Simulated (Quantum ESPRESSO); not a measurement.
The system is BAs.

```xyz
2
Lattice="0.0000 2.3885 2.3885 2.3885 0.0000 2.3885 2.3885 2.3885 0.0000" Properties=species:S:1:pos:R:3 pbc="T T T"
As    3.5827    3.5827    3.5827
B     0.0000    0.0000    0.0000
```

- Program: Quantum ESPRESSO 7.5
- Task: phonons
- Functional: PBE
- Potentials or basis: SG15 PBE 1.2
- Cutoff: 952 eV
- Density cutoff: 3810 eV
- k mesh: 6 × 6 × 6, shifted
- Occupations: fermi-dirac, width 0.05 eV
- Spin: no spin polarisation
- Mixing beta: 0.5
- Most SCF iterations: 120
- SCF threshold: 4e-10 Ry

The first run showed a gap, so the response started from a second, tighter run with fixed occupations.

Where do the zone-centre optical modes lie?

T2 at 690 cm⁻¹ (IR and Raman). Polar modes are given without the macroscopic field (transverse values).

Optical modes at Γ, degenerate ones joined, polar ones without the macroscopic field:
| cm⁻¹ | components | symmetry | active in | IR intensity, summed ((D/Å)²/amu) |
| --- | --- | --- | --- | --- |
| 690 | 3 | T2 | IR and Raman | 2.00 |

Zone-centre frequencies without and with the macroscopic field along z (cm⁻¹):
```
                optical modes in rising order
       without                    690 690 690
with the field                    690 690 694
```

Born effective charge tensors (e):
atom 1, As
```
0.52 0.00 0.00
0.00 0.52 0.00
0.00 0.00 0.52
```
atom 2, B
```
-0.52  0.00  0.00
 0.00 -0.52  0.00
 0.00  0.00 -0.52
```

Electronic dielectric tensor:
```
9.78 0.00 0.00
0.00 9.78 0.00
0.00 0.00 9.78
```

Static dielectric tensor, electrons and zone-centre modes:
```
9.89 0.00 0.00
0.00 9.89 0.00
0.00 0.00 9.89
```
